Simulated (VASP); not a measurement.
# N (P4_2/mnm) in VASP: notebook

Runs on N. Level: LDA. Tasks: single point.

Program: VASP 6.6.1. These are calculated values, not measurements. Logs are shortened: lines on timing, memory, paths and dates and some standing lists are left out, and cuts for length are marked.

### Step 1. Starting point

The structure is tetragonal, space group P4_2/mnm (No. 136). Conventional cell: a = 4.084 Å, b = 4.084 Å, c = 5.346 Å, α = 90.00°, β = 90.00°, γ = 90.00°. N (site symmetry m2m) has 1 N at 1.11 Å as nearest neighbours.

### Step 2. Single point, LDA

The input, INCAR:

```
SYSTEM = N
PREC     = Accurate       ! precision mode
ENCUT    = 520            ! plane-wave cutoff, eV
EDIFF    = 1E-6           ! SCF threshold, eV
ISMEAR   = 0              ! smearing method
SIGMA    = 0.05           ! smearing width, eV
LREAL    = .False.        ! projectors in reciprocal space
LASPH    = .True.         ! aspherical terms in the spheres
NELM     = 100            ! most SCF steps
ALGO     = Fast           ! electronic algorithm
ISIF     = 2              ! what is computed and relaxed
LWAVE    = .False.        ! write WAVECAR
LCHARG   = .False.        ! write CHGCAR
GGA      = CA             ! functional
NBANDS   = 18             ! bands
```

The input, KPOINTS:

```
regular mesh
0
Gamma
  6 6 4
  0 0 0
```

The input, POSCAR:

```
N
1.0
    4.0840619700      0.0000000000      0.0000000000
    0.0000000000      4.0840619700      0.0000000000
    0.0000000000      0.0000000000      5.3459132500
N
4
Direct
    0.9042752000      0.9042752000      0.0000000000
    0.5957248000      0.4042752000      0.5000000000
    0.0957248000      0.0957248000      0.0000000000
    0.4042752000      0.5957248000      0.5000000000
```

Potentials or basis: VASP PAW LDA potentials, release 64 (N).

The run is started by

```bash
> cat potpaw_LDA.64/N/POTCAR > POTCAR
> mpirun -np 1 vasp_std > vasp.out
```

OUTCAR:

```text
SYSTEM = N
   PREC = Accurate
   ENCUT = 520
   EDIFF = 1E-6
   ISMEAR = 0
   LREAL = .False.
   LASPH = .True.
   NELM = 100
   ISIF = 2
   GGA = CA

 ion  position               nearest neighbor table
   1  0.904  0.904  0.000-   3 1.11
   2  0.596  0.404  0.500-   4 1.11
   3  0.096  0.096  0.000-   1 1.11
   4  0.404  0.596  0.500-   2 1.11

  LATTYP: Found a simple tetragonal cell.
 ALAT       =     4.0840619700
 C/A-ratio  =     1.3089696702

  Lattice vectors:

 A1 = (   4.0840619700,   0.0000000000,   0.0000000000)
 A2 = (   0.0000000000,   4.0840619700,   0.0000000000)
 A3 = (   0.0000000000,   0.0000000000,   5.3459132500)

Analysis of symmetry for initial positions (statically):
=====================================================================
 Subroutine PRICEL returns:
 Original cell was already a primitive cell.

 Routine SETGRP: Setting up the symmetry group for a
 simple tetragonal supercell.

 Subroutine GETGRP returns: Found 16 space group operations
 (whereof  8 operations were pure point group operations)
 out of a pool of 16 trial point group operations.

The static configuration has the point symmetry D_2h.
 The point group associated with its full space group is D_4h.

Analysis of symmetry for dynamics (positions and initial velocities):
=====================================================================
 Subroutine PRICEL returns:
 Original cell was already a primitive cell.

 Routine SETGRP: Setting up the symmetry group for a
 simple tetragonal supercell.

 Subroutine GETGRP returns: Found 16 space group operations
 (whereof  8 operations were pure point group operations)
 out of a pool of 16 trial point group operations.

The dynamic configuration has the point symmetry D_2h.
 The point group associated with its full space group is D_4h.

 Subroutine INISYM returns: Found 16 space group operations
 (whereof  8 operations are pure point group operations),
 and found     1 'primitive' translations

----------------------------------------------------------------------------------------

                                     Primitive cell

  volume of cell :      89.1675

  direct lattice vectors                    reciprocal lattice vectors
     4.084061970  0.000000000  0.000000000     0.244854267  0.000000000  0.000000000
     0.000000000  4.084061970  0.000000000     0.000000000  0.244854267  0.000000000
     0.000000000  0.000000000  5.345913250     0.000000000  0.000000000  0.187058778

  length of vectors
     4.084061970  4.084061970  5.345913250     0.244854267  0.244854267  0.187058778

  position of ions in fractional coordinates (direct lattice)
     0.904275200  0.904275200  0.000000000
     0.595724800  0.404275200  0.500000000
     0.095724800  0.095724800  0.000000000
     0.404275200  0.595724800  0.500000000

  ion indices of the primitive-cell ions
   primitive index   ion index
                 1           1
                 2           2
                 3           3
                 4           4

----------------------------------------------------------------------------------------

 KPOINTS: regular mesh

Automatic generation of k-mesh.
 Grid dimensions read from file:
 generate k-points for:    6    6    4

 Generating k-lattice:

  Cartesian coordinates                     Fractional coordinates (reciprocal lattice)
     0.040809044  0.000000000  0.000000000     0.166666667  0.000000000  0.000000000
     0.000000000  0.040809044  0.000000000     0.000000000  0.166666667  0.000000000
     0.000000000  0.000000000  0.046764695     0.000000000  0.000000000  0.250000000

  Length of vectors
     0.040809044  0.040809044  0.046764695

  Shift w.r.t. Gamma in fractional coordinates (k-lattice)
     0.000000000  0.000000000  0.000000000

 Subroutine IBZKPT returns following result:
 ===========================================

 Found     30 irreducible k-points:

 Following reciprocal coordinates:
            Coordinates               Weight
  0.000000  0.000000  0.000000      1.000000
  0.166667  0.000000  0.000000      4.000000
  0.333333  0.000000  0.000000      4.000000
  0.500000  0.000000  0.000000      2.000000
  0.166667  0.166667  0.000000      4.000000
  0.333333  0.166667  0.000000      8.000000
[... 16 lines left out ...]
  0.333333  0.000000  0.500000      4.000000
  0.500000  0.000000  0.500000      2.000000
 [... further k-points ...]
   k-points           NKPTS =     30   k-points in BZ     NKDIM =     30   number of bands    NBANDS=     18
   number of dos      NEDOS =    301   number of ions     NIONS =      4
   total plane-waves  NPLWV =  36000
   dimension x,y,z NGX =    30 NGY =   30 NGZ =   40
   dimension x,y,z NGXF=    60 NGYF=   60 NGZF=   80
   ions per type =               4
   NGX,Y,Z   is equivalent  to a cutoff of  12.21, 12.21, 12.44 a.u.
   NGXF,Y,Z  is equivalent  to a cutoff of  24.42, 24.42, 24.88 a.u.
 SYSTEM =  N
   PREC   = accura    normal or accurate (medium, high low for compatibility)
   ISTART =      0    job   : 0-new  1-cont  2-samecut
   ICHARG =      2    charge: 1-file 2-atom 10-const
   ISPIN  =      1    spin polarized calculation?
   LNONCOLLINEAR =      F non collinear calculations
   LSORBIT =      F    spin-orbit coupling
   LASPH  =      T    aspherical Exc in radial PAW
   ENCUT  =  520.0 eV  38.22 Ry    6.18 a.u.   7.59  7.59  9.94*2*pi/ulx,y,z
   NELM   =    100;   NELMIN=  2; NELMDL= -5     # of ELM steps
   EDIFF  = 0.1E-05   stopping-criterion for ELM
   LREAL  =      F    real-space projection
   EDIFFG = 0.1E-04   stopping-criterion for IOM
   NSW    =      0    number of steps for IOM
   IBRION =     -1    ionic relax: 0-MD 1-quasi-New 2-CG
   NFREE  =      0    steps in history (QN), initial steepest desc. (CG)
   ISIF   =      2    stress and relaxation
   ISYM   =      2    0-nonsym 1-usesym 2-fastsym
   POTIM  = 0.5000    time-step for ionic-motion
   TEBEG  =    0.0;   TEEND  =   0.0 temperature during run
   PSTRESS=    0.0 pullay stress
   NELECT =      20.0000    total number of electrons
   NUPDOWN=      -1.0000    fix difference up-down
   EMIN   =  10.00;   EMAX   =-10.00  energy-range for DOS
   EFERMI =   0.00;   METHOD = LEGACY
   ISMEAR =     0;   SIGMA  =   0.05  broadening in eV -4-tet -1-fermi 0-gaus
   EFERMI_NEDOS =   21; number of points for ismear=-14 and -15
   IALGO  =     68    algorithm
   IMIX   =      4    mixing-type and parameters
     AMIX     =   0.40;   BMIX     =  1.00
     AMIX_MAG =   1.60;   BMIX_MAG =  1.00
  volume/ion in A,a.u.               =      22.29       150.43
  Fermi-wavevector in a.u.,A,eV,Ry     =   0.994678  1.879669 13.461399  0.989385
  Thomas-Fermi vector in A             =   2.126646
   LORBIT       =      0    0 simple, 1 ext, 2 COOP (PROOUT), +10 PAW based schemes
   GGA     = CA    functional components
   LHFCALC =     F    Hartree Fock is set to
   AEXX    =    0.0000 exact exchange contribution
   IVDW    =     0    specifies the selected vdW correction
   LEPSILON=     F    determine dielectric tensor
   LRPA    =     F    only Hartree local field effects (RPA)
 non-spin polarized calculation
 RMM-DIIS sequential band-by-band and
 Gauss-broadening in eV      SIGMA  =   0.05
  energy-cutoff  :      520.00
  volume of cell :       89.17
 maximum number of plane-waves:      2419
   NGX = 15   NGY = 15   NGZ = 19

 number of electron      20.0000002 magnetization

 Free energy of the ion-electron system (eV)
  ---------------------------------------------------
  ext. energy  EPLUGINS =         0.00000000
  ---------------------------------------------------
  free energy    TOTEN  =       -35.19013432 eV

  energy without entropy =      -35.19013432  energy(sigma->0) =      -35.19013432

 E-fermi :  -6.2722     XC(G=0):  -7.0347

 val. band max:       -6.5922525959   @ k =   0.5000   0.5000   0.5000
 cond. band min:       0.1034802239   @ k =   0.0000   0.0000   0.0000
 fundamental gap:      6.6957328197
 Fermi energy:        -6.2722191852

 k-point     1 :       0.0000    0.0000    0.0000
  band No.  band energies     occupation
      1     -24.8552      2.00000
      2     -24.7896      2.00000
      3      -9.7593      2.00000
      4      -9.7593      2.00000
      5      -8.7302      2.00000
      6      -8.1357      2.00000
[... 10 lines left out ...]
     17       7.0071      0.00000
     18      10.8601      0.00000

 k-point     2 :       0.1667    0.0000    0.0000
  band No.  band energies     occupation
      1     -24.8478      2.00000
      2     -24.7909      2.00000
      3      -9.8294      2.00000
      4      -9.8245      2.00000
      5      -8.6764      2.00000
      6      -8.2785      2.00000
[... 10 lines left out ...]
     17       7.1786      0.00000
     18       9.7053      0.00000

 k-point     3 :       0.3333    0.0000    0.0000
  band No.  band energies     occupation
      1     -24.8295      2.00000
      2     -24.7966      2.00000
      3      -9.9651      2.00000
      4      -9.9592      2.00000
      5      -8.5336      2.00000
      6      -8.3705      2.00000
[... 10 lines left out ...]
     17       7.6886      0.00000
     18       8.9112      0.00000

 k-point     4 :       0.5000    0.0000    0.0000
  band No.  band energies     occupation
      1     -24.8100      2.00000
      2     -24.8100      2.00000
      3     -10.0289      2.00000
      4     -10.0289      2.00000
      5      -8.3508      2.00000
      6      -8.3508      2.00000
[... 10 lines left out ...]
     17       8.5171      0.00000
     18       8.5233      0.00000

 k-point     5 :       0.1667    0.1667    0.0000
  band No.  band energies     occupation
      1     -24.8408      2.00000
      2     -24.7916      2.00000
      3      -9.8983      2.00000
      4      -9.8746      2.00000
      5      -8.6274      2.00000
      6      -8.3583      2.00000
[... 10 lines left out ...]
     17       7.3517      0.00000
     18       9.4012      0.00000

 k-point     6 :       0.3333    0.1667    0.0000
  band No.  band energies     occupation
      1     -24.8242      2.00000
      2     -24.7957      2.00000
      3     -10.0186      2.00000
      4      -9.9970      2.00000
      5      -8.4989      2.00000
      6      -8.4251      2.00000
[... 307 lines left out ...]
 k-point    21 :       0.0000    0.0000    0.5000
  band No.  band energies     occupation
      1     -24.8222      2.00000
      2     -24.8222      2.00000
      3      -9.7464      2.00000
      4      -9.7464      2.00000
      5      -8.5557      2.00000
      6      -8.5557      2.00000
[... 10 lines left out ...]
     17       9.4879      0.00000
     18       9.4879      0.00000

 k-point    22 :       0.1667    0.0000    0.5000
  band No.  band energies     occupation
      1     -24.8191      2.00000
      2     -24.8191      2.00000
      3      -9.8295      2.00000
      4      -9.8295      2.00000
      5      -8.5315      2.00000
      6      -8.5315      2.00000
[... 10 lines left out ...]
     17       9.0557      0.00000
     18       9.0557      0.00000

 k-point    23 :       0.3333    0.0000    0.5000
  band No.  band energies     occupation
      1     -24.8128      2.00000
      2     -24.8128      2.00000
      3      -9.9854      2.00000
      4      -9.9854      2.00000
      5      -8.4909      2.00000
      6      -8.4909      2.00000
[... 10 lines left out ...]
     17       8.1202      0.00000
     18       8.1202      0.00000

 k-point    24 :       0.5000    0.0000    0.5000
  band No.  band energies     occupation
      1     -24.8097      2.00000
      2     -24.8097      2.00000
      3     -10.0589      2.00000
      4     -10.0589      2.00000
      5      -8.4740      2.00000
      6      -8.4740      2.00000
[... 10 lines left out ...]
     17       7.6195      0.00000
     18       7.6195      0.00000

 [... further k-points ...]

------------------------ aborting loop because EDIFF is reached ----------------------------------------

  FORCE on cell =-STRESS in cart. coord.  units (eV):
  Direction    XX          YY          ZZ          XY          YZ          ZX
  --------------------------------------------------------------------------------------
  -------------------------------------------------------------------------------------
  Total       -0.8111386     -0.8111386     -0.3978425      0.0000000      0.0000000      0.0000000
  in kB      -14.5746827    -14.5746827     -7.1485040      0.0000000      0.0000000      0.0000000
  external PRESSURE =     -12.0992898 kB  Pullay stress =       0.0000000 kB

 VOLUME and BASIS-vectors are now :
 -----------------------------------------------------------------------------
  energy-cutoff  :      520.00
  volume of cell :       89.17
      direct lattice vectors                 reciprocal lattice vectors
     4.084061970  0.000000000  0.000000000     0.244854267  0.000000000  0.000000000
     0.000000000  4.084061970  0.000000000     0.000000000  0.244854267  0.000000000
     0.000000000  0.000000000  5.345913250     0.000000000  0.000000000  0.187058778

 POSITION                                       TOTAL-FORCE (eV/Angst)
 -----------------------------------------------------------------------------------
      3.69312      3.69312      0.00000         0.260553      0.260553      0.000000
      2.43298      1.65108      2.67296        -0.260553      0.260553      0.000000
      0.39095      0.39095      0.00000        -0.260553     -0.260553      0.000000
      1.65108      2.43298      2.67296         0.260553     -0.260553      0.000000
 -----------------------------------------------------------------------------------
    total drift:                                0.000000     -0.000000      0.000000

  FREE ENERGIE OF THE ION-ELECTRON SYSTEM (eV)
  ---------------------------------------------------
  free  energy   TOTEN  =       -35.1901343151 eV

  energy  without entropy=      -35.1901343151  energy(sigma->0) =      -35.19013432
```

Wall time 37 s (1 thread of Intel Xeon Platinum 8488C (Sapphire Rapids), shared host); peak memory 0.16 GiB.

Results:

* Free energy: -35.1901 eV
* Pressure: -1.2 GPa
* Largest force: 0.368 eV/Å
* Band gap on the k mesh: 6.70 eV, indirect (least direct gap 6.90 eV)

Forces in eV/Å, atoms in the order of the input:
```
N    0.261  0.261  0.000
N   -0.261  0.261  0.000
N   -0.261 -0.261  0.000
N    0.261 -0.261  0.000
```

Levels at points of the mesh, in eV from the valence-band top:
```csv
k point,band 7,band 8,band 9,band 10,band 11,band 12,band 13,band 14
"(0.00, 0.00, 0.00)",-1.54,-1.45,-1.08,-0.21,6.70,7.61,7.99,7.99
"(0.50, 0.00, 0.00)",-1.75,-1.75,-0.25,-0.25,7.77,7.77,7.77,7.77
"(0.50, 0.50, 0.00)",-1.71,-1.71,-0.04,-0.04,7.52,7.52,8.55,8.55
"(0.00, 0.00, 0.50)",-1.56,-1.56,-0.47,-0.47,7.13,7.13,7.98,7.98
"(0.50, 0.00, 0.50)",-1.55,-1.55,-0.31,-0.31,7.38,7.38,8.09,8.09
"(0.50, 0.50, 0.50)",-1.74,-1.74,0.00,0.00,7.55,7.55,8.55,8.55
```

Caveat: the standard files for N, O and F lose accuracy on very short bonds.

### Step 3. Single point, LDA

The input, INCAR:

```
SYSTEM = N
PREC = Accurate
ENCUT = 520
EDIFF = 1E-6
ISMEAR = 0
SIGMA = 0.05
LREAL = .False.
LASPH = .True.
NELM = 100
ALGO = Fast
ISIF = 2
LWAVE = .False.
LCHARG = .False.
GGA = CA
NBANDS = 18
```

The input, KPOINTS:

```
regular mesh
0
Gamma
  6 6 6
  0 0 0
```

POSCAR is that of step 2.

Potentials or basis: VASP PAW LDA potentials, release 64 (N).

The run is started by

```bash
> cat potpaw_LDA.64/N/POTCAR > POTCAR
> mpirun -np 1 vasp_std > vasp.out
```

OUTCAR:

```text
SYSTEM = N
   PREC = Accurate
   ENCUT = 520
   EDIFF = 1E-6
   ISMEAR = 0
   LREAL = .False.
   LASPH = .True.
   NELM = 100
   ISIF = 2
   GGA = CA

 ion  position               nearest neighbor table
   1  0.904  0.904  0.000-   3 1.11
   2  0.596  0.404  0.500-   4 1.11
   3  0.096  0.096  0.000-   1 1.11
   4  0.404  0.596  0.500-   2 1.11

[... 706 lines left out ...]

  FORCE on cell =-STRESS in cart. coord.  units (eV):
  Direction    XX          YY          ZZ          XY          YZ          ZX
  --------------------------------------------------------------------------------------
  -------------------------------------------------------------------------------------
  Total       -0.8113392     -0.8113392     -0.3976496      0.0000000      0.0000000      0.0000000
  in kB      -14.5782869    -14.5782869     -7.1450383      0.0000000      0.0000000      0.0000000
  external PRESSURE =     -12.1005373 kB  Pullay stress =       0.0000000 kB

 VOLUME and BASIS-vectors are now :
 -----------------------------------------------------------------------------
  energy-cutoff  :      520.00
  volume of cell :       89.17
      direct lattice vectors                 reciprocal lattice vectors
     4.084061970  0.000000000  0.000000000     0.244854267  0.000000000  0.000000000
     0.000000000  4.084061970  0.000000000     0.000000000  0.244854267  0.000000000
     0.000000000  0.000000000  5.345913250     0.000000000  0.000000000  0.187058778

 POSITION                                       TOTAL-FORCE (eV/Angst)
 -----------------------------------------------------------------------------------
      3.69312      3.69312      0.00000         0.260643      0.260643      0.000000
      2.43298      1.65108      2.67296        -0.260643      0.260643      0.000000
      0.39095      0.39095      0.00000        -0.260643     -0.260643     -0.000000
      1.65108      2.43298      2.67296         0.260643     -0.260643     -0.000000
 -----------------------------------------------------------------------------------
    total drift:                               -0.000000     -0.000000      0.000000

  FREE ENERGIE OF THE ION-ELECTRON SYSTEM (eV)
  ---------------------------------------------------
  free  energy   TOTEN  =       -35.1900859138 eV

  energy  without entropy=      -35.1900859138  energy(sigma->0) =      -35.19008591
```

OSZICAR:

```text
N       E                     dE             d eps       ncg     rms          rms(c)
DAV:   1     0.867762151965E+02    0.86776E+02   -0.87552E+03  1440   0.925E+02
DAV:   2    -0.301562764902E+02   -0.11693E+03   -0.11294E+03  1864   0.204E+02
DAV:   3    -0.369519319074E+02   -0.67957E+01   -0.67400E+01  1642   0.528E+01
DAV:   4    -0.370000066213E+02   -0.48075E-01   -0.48021E-01  1626   0.516E+00
DAV:   5    -0.370004422821E+02   -0.43566E-03   -0.43563E-03  1616   0.472E-01    0.111E+01
RMM:   6    -0.355333596036E+02    0.14671E+01   -0.15785E+00  1505   0.754E+00    0.617E+00
RMM:   7    -0.352075364279E+02    0.32582E+00   -0.13172E+00  1554   0.711E+00    0.167E+00
RMM:   8    -0.351944059135E+02    0.13131E-01   -0.16681E-01  1509   0.278E+00    0.374E-01
RMM:   9    -0.351897730929E+02    0.46328E-02   -0.23405E-02  1687   0.106E+00    0.819E-02
RMM:  10    -0.351901905251E+02   -0.41743E-03   -0.36764E-03  1819   0.449E-01    0.827E-02
RMM:  11    -0.351900809084E+02    0.10962E-03   -0.68988E-04  1614   0.192E-01    0.128E-02
RMM:  12    -0.351900879345E+02   -0.70261E-05   -0.78017E-05  1761   0.673E-02    0.171E-02
RMM:  13    -0.351900894304E+02   -0.14958E-05   -0.15624E-05  1672   0.287E-02    0.166E-02
RMM:  14    -0.351900868118E+02    0.26185E-05   -0.56347E-06  1653   0.182E-02    0.785E-03
RMM:  15    -0.351900859138E+02    0.89804E-06   -0.40934E-06  1613   0.134E-02
   1 F= -.35190086E+02 E0= -.35190086E+02  d E =-.314594E-14
```

Run time: 45 s. Hardware: 1 thread of Intel Xeon Platinum 8488C (Sapphire Rapids), shared host; peak memory 0.17 GiB.

What came out:

* Free energy: -35.1901 eV
* Pressure: -1.2 GPa
* Largest force: 0.369 eV/Å
* Band gap on the k mesh: 6.70 eV, indirect (least direct gap 6.90 eV)

Forces in eV/Å, atoms in the order of the input:
```
N    0.261  0.261  0.000
N   -0.261  0.261  0.000
N   -0.261 -0.261  0.000
N    0.261 -0.261  0.000
```

Stress tensor (GPa, compression positive):
```
-1.46  0.00  0.00
 0.00 -1.46  0.00
 0.00  0.00 -0.71
```

Caveat: the standard files for N, O and F lose accuracy on very short bonds. As with any semilocal functional, this LDA gap is likely too small.
